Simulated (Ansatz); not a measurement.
# Guessed and relaxed cells of B

Recipe of this trial structure of B: random cell by space group and Wyckoff sites (Im-3m, No. 229). Lengths were set from tabulated atomic sizes, so they are only a guess.

start.xyz

```xyz
3
Lattice="-1.7586 1.7586 1.7586 1.7586 -1.7586 1.7586 1.7586 1.7586 -1.7586" Properties=species:S:1:pos:R:3 pbc="T T T"
B     1.7586    0.0000    0.0000
B     0.0000    1.7586    0.0000
B     0.0000    0.0000    1.7586
```

Computed with DFT PBE, scalar-relativistic, plane waves, PAW in Ansatz 0.2.0. Cutoff 420 eV, Gaussian smearing, Γ-centred meshes. Cell and atoms relax first on a coarse mesh and then on a finer one. In between, the cell is made exact in the group found at 0.06 Å. In metals the finer mesh still leaves noise of several meV/atom or more. The steps can't lower the symmetry of their start. No spin polarisation.

end.xyz

```xyz
3
Lattice="-1.7833 1.7833 1.7833 1.7833 -1.7833 1.7833 1.7833 1.7833 -1.7833" Properties=species:S:1:pos:R:3 pbc="T T T"
B     1.7833    0.0000    0.0000
B     0.0000    1.7833    0.0000
B     0.0000    0.0000    1.7833
```

The symmetry stays Im-3m (No. 229). The volume per atom grows by 4.3 %, from 7.3 to 7.6 Å³. The shortest distance goes from 1.76 Å (B–B) to 1.78 Å (B–B).

```
Volume per atom                             : 7.56 Å³
Density                                     : 2.37 g/cm³
Energy over the standard state              : +1.09 eV/atom
Gap on the 18×18×18 mesh of the 3-atom cell : 0 eV (a metal)
```

Energies count from the standard state of B at the same level. So it is a metastable form at best.

The last run used Gaussian smearing of 0.10 eV. Symmetry constrained the relaxation, so the result can be a saddle point. In all, the 3 runs took 7.1 s on 1 thread of Arm Neoverse V2, on a shared host. Another cell of B relaxed alike, in P6_3/mmc, lies 0.56 eV/atom lower, so this cell isn't the stable form at this level.
